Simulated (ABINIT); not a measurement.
Crystal: TaN.

```xyz
2
Lattice="0.0000 2.2113 2.2113 2.2113 0.0000 2.2113 2.2113 2.2113 0.0000" Properties=species:S:1:pos:R:3 pbc="T T T"
Ta    2.2113    2.2113    2.2113
N     0.0000    0.0000    0.0000
```

The cell comes from a database or a generator and needn't be the stable form of this composition.

Base run:

| Item | Value |
| --- | --- |
| Program | ABINIT 10.8.3 (patched build) |
| Functional | PBE |
| Potentials or basis | JTH PAW PBE v2.0 |
| Cutoff | 707 eV |
| k mesh | 10 × 10 × 10 |
| Occupations | fermi-dirac, width 0.05 eV |
| Spin | no spin polarisation |

Its results: band gap on the k mesh none (metal or under the smearing width); pressure -1.6 GPa.

The run is repeated on the same cell with these changes: functional from PBE to WC. What comes out?

Band gap on the k mesh none (metal or under the smearing width); pressure -9.0 GPa.

WC binds more tightly than PBE, so the same cell stands under less pressure.

Caveats: the highest band is partly filled, so the run has too few bands; spin-orbit coupling is left out, which moves the levels of the heavy elements; the PAW data sets were made with another functional, which shifts forces and pressure a little (some runs).
